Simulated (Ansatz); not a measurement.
# PbF2: the cost of one run

Program: Ansatz 0.2.0. Level of theory: DFT LDA, scalar-relativistic, plane waves, PAW. These are calculated values, not measurements.

1 further run of the same task is left out (set aside as unsound or not needed).

### Step 1. Starting point

Symmetry: Fm-3m, No. 225, cubic system. Conventional cell: a = 5.940 Å, b = 5.940 Å, c = 5.940 Å, α = 90.00°, β = 90.00°, γ = 90.00°. Pb (site symmetry m-3m) has 8 F at 2.57 Å as nearest neighbours. F (site symmetry -43m) has 4 Pb at 2.57 Å as nearest neighbours.

Structure file:

```
CELL_PARAMETERS angstrom
0.00000 2.96985 2.96985
2.96985 0.00000 2.96985
2.96985 2.96985 0.00000
ATOMIC_POSITIONS crystal
Pb 0.00000 0.00000 0.00000
F 0.25000 0.25000 0.25000
F 0.75000 0.75000 0.75000
```

The structure comes from the Crystallography Open Database.

### Step 2. Functional and cell changed: LDA

Against the listed cell: strain xx, yy, zz, yz, xz, xy = -2.6, -2.6, -2.6, +0.0, +0.0, +0.0 %.

input.yaml

```yaml
crystal:
  lattice:
    - [0.0, 2.892396312, 2.892396312]
    - [2.892396312, 0.0, 2.892396312]
    - [2.892396312, 2.892396312, 0.0]
  atoms:
    - { symbol: Pb, position: [0.0, 0.0, 0.0] }
    - { symbol: F, position: [0.25, 0.25, 0.25] }
    - { symbol: F, position: [0.75, 0.75, 0.75] }
basis:
  ecutwfc: 420
kpoints:
  mp_grid: { grid: [8, 8, 8] }
hamiltonian:
  xc: lda
scf:
  occupations: { method: gaussian, width: 0.02 }
output:
  forces: true
  stress: true
  eigenvalues: true
```

What time and memory should one allow on 1 thread of an Arm CPU, shared host?

About 1.5 s, with a peak of 0.28 GiB.
